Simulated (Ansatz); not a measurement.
A ZrB2 cell: a random packing of atoms, relaxed.

```
Zr B
1.0
     4.65394    0.72537    0.30853
     0.78480    4.60043    0.37310
     0.36132    0.31870    4.77168
Zr B
3 6
Direct
  0.81884 0.64543 0.82676
  0.19974 0.00777 0.63246
  0.43793 0.28310 0.02107
  0.30529 0.48924 0.46920
  0.69464 0.83228 0.31403
  0.96939 0.11752 0.16908
  0.33238 0.80164 0.18433
  0.66829 0.17336 0.48444
  0.94301 0.45857 0.33951
```

The calculation used Ansatz 0.2.0, DFT PBE, scalar-relativistic, plane waves, PAW.

Plane waves to 420 eV, a k mesh through Γ of 8×8×7 on the computed 9-atom cell and Gaussian smearing (0.10 eV); no spin polarisation.

Task: Describe its local order.

Result: Counting as bonded all pairs within 1.2 times the summed covalent radii:

```
atom → neighbour mean count mean length (Å) spread (Å)
           B → B        3.00             1.88        0.06
          B → Zr        4.67             2.56        0.10
          Zr → B        9.33             2.56        0.10
         Zr → Zr        6.67             3.15        0.27
```

Angles between all pairs of such bonds at an atom (mean ± spread): 98 ± 31° at B, 95 ± 36° at Zr.

Task: Does it have a gap?

Result: It has no gap on the mesh. Levels at Γ next to the Fermi level (eV from it): -2.87, -2.07, -1.74, -1.03, -0.19, -0.03, 2.83, 3.60, 4.00, 4.19, 4.47, 4.68. It lies 0.31 eV/atom below the elements' standard states (static lattices, no corrections for gases).

The final mesh leaves forces up to 0.15 eV/Å and stresses up to 1.7 GPa: the relaxation ran on a coarser mesh, so the cell's shape, its bonds and its energy belong partly to that mesh.

Cost: 2 runs of about 2.7 core-minutes in all (earlier runs that led there not counted), on Arm Neoverse V1 (shared hosts).